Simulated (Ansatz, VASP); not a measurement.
**Cu3Au (Auricupride) in VASP and in Ansatz**

```
Au Cu
1.0
     3.74000    0.00000    0.00000
     0.00000    3.74000    0.00000
     0.00000    0.00000    3.74000
Au Cu
1 3
Direct
  0.00000 0.00000 0.00000
  0.50000 0.50000 0.00000
  0.50000 0.00000 0.50000
  0.00000 0.50000 0.50000
```

Alike in both runs: task single point; functional PBE; k mesh 7 × 7 × 7; occupations gaussian, width 0.011 eV; no spin polarisation.

|  | VASP | Ansatz |
| --- | --- | --- |
| version | VASP 6.6.1 | Ansatz 0.2.0 |
| potentials or method | VASP PAW PBE potentials, release 64 (Au, Cu) | Ansatz PAW |
| plane-wave cutoff (eV) | 520 | 420 |
| valence electrons in the cell | 44 | 76 |

Ansatz gave:

* gap on the k mesh at the Fermi level (eV): none
* pressure (GPa): 5.0

What did VASP give for the same quantities?

gap on the k mesh at the Fermi level (eV): none; pressure (GPa): 5.3.

A gap of «none» marks a metal or a gap that the smearing closes. The two sets of potentials don't hold the same shells in valence.

The runs have no spin-orbit coupling, so splittings on Au are missing.
